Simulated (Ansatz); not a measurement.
# B: the cost of one run

Computed with Ansatz 0.2.0 (DFT PBE, scalar-relativistic, plane waves, PAW, unless a step's input says otherwise).

3 further runs of the same task are left out: 1 that didn't finish, 2 set aside as unsound or not needed.

## 1. The system as given

It takes space group P6_3/mmc (No. 194, hexagonal). Conventional cell: a = 2.467 Å, b = 2.467 Å, c = 28.994 Å, α = 90.00°, β = 90.00°, γ = 120.00°. C (site symmetry 3m) is surrounded by 3 C at 1.42 Å. C (site symmetry -6m2) is surrounded by 3 C at 1.42 Å.

Structure file:

```xyz
12
Lattice="2.4666 0.0000 0.0000 -1.2333 2.1361 0.0000 0.0000 0.0000 28.9944" Properties=species:S:1:pos:R:3 pbc="T T T"
C     1.2333    0.7120   27.9305
C     1.2333    0.7120   13.4333
C     1.2333    0.7120   22.2665
C     1.2333    0.7120    7.7693
C     0.0000    0.0000   17.8529
C     0.0000    1.4241    7.7693
C     0.0000    0.0000    3.3557
C     1.2333    0.7120   17.8529
C     0.0000    1.4241   22.2665
C     0.0000    1.4241    3.3557
C     0.0000    1.4241   13.4333
C     0.0000    1.4241   27.9305
```

It goes back to an entry of the Materials Project, which need not be the stable form.

This cell was relaxed beforehand with the same method: volume 12.73 Å³/atom, gap on the mesh none (metal).

## 2. The substitution C → B

B starts from the relaxed positions of C, with all lengths scaled by 1.063, a guess from tabulated radii.

## 3. Probe: one point at the start (B)

Input file input.yaml:

```yaml
crystal:
  lattice:
    - [2.621673565, 0.0, 0.0]
    - [-1.3108367825, 2.2704359077, 0.0]
    - [0.0, 0.0, 30.8175653242]
  atoms:
    - { symbol: B, position: [0.6666666667, 0.3333333333, 0.9633049894] }
    - { symbol: B, position: [0.6666666667, 0.3333333333, 0.4633056626] }
    - { symbol: B, position: [0.6666666667, 0.3333333333, 0.7679572868] }
    - { symbol: B, position: [0.6666666667, 0.3333333333, 0.2679573266] }
    - { symbol: B, position: [0.0, 0.0, 0.6157376792] }
    - { symbol: B, position: [0.3333333333, 0.6666666667, 0.2679572868] }
    - { symbol: B, position: [0.0, 0.0, 0.1157376792] }
    - { symbol: B, position: [0.6666666667, 0.3333333333, 0.6157370455] }
    - { symbol: B, position: [0.3333333333, 0.6666666667, 0.7679573266] }
    - { symbol: B, position: [0.3333333333, 0.6666666667, 0.1157370455] }
    - { symbol: B, position: [0.3333333333, 0.6666666667, 0.4633049894] }
    - { symbol: B, position: [0.3333333333, 0.6666666667, 0.9633056626] }
basis:
  ecutwfc: 420
kpoints:
  mp_grid: { grid: [6, 6, 1] }
hamiltonian:
  xc: pbe
scf:
  occupations: { method: gaussian, width: 0.1 }
output:
  forces: true
  stress: true
  eigenvalues: true
```

The run is started by

```bash
ansatz run input.yaml --threads 2 --pin off --max-ram 5120MiB --backend cpu --events-out ev --progress --plain --runs-dir out
```

What time and memory should one allow on 2 threads of Arm Neoverse V2, shared host?

About 1.5 s, with a peak of 0.35 GiB.
